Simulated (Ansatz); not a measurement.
# MoS2: response to strain

MoS2 is deformed so: equal xy, yz and zx engineering shear strains of -3 %. What stress and forces result, by LAPW, PAW and all-electron datasets made for the crystal?

Method: DFT PBEsol, scalar-relativistic, in Ansatz 0.2.0.

2 further runs of the same task are left out: 2 that didn't finish.

## (1) The starting structure

It takes space group R3m (No. 160, trigonal). Conventional cell: a = 3.163 Å, b = 3.163 Å, c = 18.370 Å, α = 90.00°, β = 90.00°, γ = 120.00°. Around Mo (site symmetry 3m) lie 6 S at 2.36 Å. S (site symmetry 3m) is surrounded by 3 Mo at 2.36 Å.

Coordinates:

```xyz
3
Lattice="1.5815 0.9131 6.1233 -1.5815 0.9131 6.1233 0.0000 -1.8262 6.1233" Properties=species:S:1:pos:R:3 pbc="T T T"
Mo    0.0000    0.0000    0.0000
S     0.0000    0.0000   13.7481
S     0.0000    0.0000   10.7446
```

Atoms are numbered in the order of the input: Mo1, S2, S3.

## (2) After the deformation

Space group R3m before, P1 after.

## (3) LAPW, all electrons

input.yaml reads:

```yaml
crystal:
  lattice:
    - [1.475954212, 0.7975072014, 6.0859112998]
    - [-1.6870465016, 0.844952212, 6.1333563105]
    - [-0.0644575603, -1.9180092634, 6.1507223897]
  atoms:
    - { symbol: Mo, position: [0.0, 0.0, 0.0] }
    - { symbol: S, position: [0.7484, 0.7484, 0.7484] }
    - { symbol: S, position: [0.5849, 0.5849, 0.5849] }
kpoints:
  mp_grid: { grid: [13, 13, 13] }
  band_path:
    path:
      - [0.0, 0.0, 0.0]
      - [0.0, 0.0, -0.5]
      - [0.5, 0.5, 0.5]
      - [0.0, 0.0, 0.0]
      - [0.0, -0.5, 0.0]
      - [0.5, 0.0, 0.0]
      - [0.0, 0.0, 0.0]
      - [0.5, 0.0, 0.5]
      - [0.0, -0.5, -0.5]
    npoints: 5
scf:
  occupations: { method: fermi_dirac, width: 0.05 }
hamiltonian:
  xc: pbesol
  pseudopotentials: { kind: all_electron, lapw: { basis_error: 0.0005 } }
output:
  forces: true
  stress: true
  eigenvalues: true
```

Started as:

```
> ansatz run input.yaml --threads 1 --pin off --max-ram 6144MiB --backend cpu --events-out ev --progress --plain --runs-dir out
```

## (4) PAW on the default files

input.yaml reads:

```yaml
crystal:
  lattice:
    - [1.475954212, 0.7975072014, 6.0859112998]
    - [-1.6870465016, 0.844952212, 6.1333563105]
    - [-0.0644575603, -1.9180092634, 6.1507223897]
  atoms:
    - { symbol: Mo, position: [0.0, 0.0, 0.0] }
    - { symbol: S, position: [0.7484, 0.7484, 0.7484] }
    - { symbol: S, position: [0.5849, 0.5849, 0.5849] }
kpoints:
  mp_grid: { grid: [13, 13, 13] }
scf:
  occupations: { method: fermi_dirac, width: 0.05 }
hamiltonian:
  xc: pbesol
  pseudopotentials: { kind: paw }
output:
  forces: true
  stress: true
  eigenvalues: true
  efg: { contact_densities: true }
```

## (5) Datasets made for this crystal

Changes to input.yaml since step 4:

```diff
@@ -15,3 +15,3 @@
   xc: pbesol
-  pseudopotentials: { kind: paw }
+  pseudopotentials: { kind: all_electron, datasets: crystal }
 output:
```

(Steps that only read results are left out.)

**Question.** What will these runs give? Wanted: pressure; largest shear or deviatoric stress.

**Answer**, as computed:

| quantity | value |
| --- | --- |
| pressure | LAPW 4.76, PAW 4.74, crystal datasets 4.76 GPa |
| largest shear or deviatoric stress (LAPW) | 5.06 GPa |

What this shows: The largest part of the stress beyond the pressure is 5.06 GPa in size, in the zz component; the atoms are carried along and not relaxed. No run of the undeformed cell stands beside it, so the pressure holds what the given cell had before the change. PAW: stress within 0.02 GPa of LAPW, forces within 1 meV/Å. Crystal datasets: stress within 0.01 GPa of LAPW, forces within 1 meV/Å.
